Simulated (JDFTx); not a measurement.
Br under changes of volume

One of the cells (33.988 Å³/atom); the others are scaled copies at fixed shape and fractional positions:

```xyz
4
Lattice="3.3632 -2.3226 0.0000 3.3632 2.3226 0.0000 0.0000 0.0000 8.7023" Properties=species:S:1:pos:R:3 pbc="T T T"
Br    3.3632    0.6266    3.3948
Br    3.3632    1.6959    7.7459
Br    3.3632   -0.6266    5.3075
Br    3.3632   -1.6959    0.9564
```

* Program: JDFTx 1.7.0 (patched build)
* Functional: PBEsol
* Potentials or basis: PseudoDojo-SR-PBEsol-0.4.1-standard with smoothed tails
* Cutoff: 626 eV
* Density cutoff: 5007 eV
* k mesh: 7 × 7 × 3
* Occupations: fermi-dirac, width 0.05 eV
* Spin: no spin polarisation

```tsv
volume (Å³/atom)	energy over the lowest point (meV/atom)	pressure (GPa)	gap on the mesh (eV)	largest force (eV/Å)
31.949	?	?	?	?
32.629	5.92	1.3	1.93	1.235
33.308	1.65	0.7	1.87	0.977
33.988	0.00	0.1	1.81	0.739
34.668	0.68	-0.4	1.74	0.519
35.348	3.43	-0.9	1.69	0.321
36.028	8.02	-1.3	1.63	0.158
```

Problem. What does the run at 31.949 Å³/atom give?

Solution. Energy over the lowest point 13.13 meV/atom; pressure 2.1 GPa; gap on the mesh 2.00 eV; largest force 1.513 eV/Å.

Worked out: A Birch-Murnaghan fit of order 3 (a polynomial in V^(-2/3)) to the other rows has its minimum at 34.12 Å³/atom with B0 = V·E''(V) = 27 GPa and B' = 5.0 at fixed shape and positions, which overstates the stiffness. It gives 13.15 meV/atom at 31.949 Å³/atom, against the run's 13.13, and -dE/dV = 2.1 GPa, against 2.1. A straight line through the other rows of the gap, of slope -3.04 eV per unit of ln V, extrapolates to 2.00 eV, against the run's 2.00.

Energies are extrapolated to zero smearing.

Caveats: an odd mesh through Γ misses points on the zone boundary, where band edges often lie; forces of over 1 eV/Å show positions far from the minimum, so gaps and moduli don't describe the material at rest (some runs). Spin-orbit coupling on Br is left out.
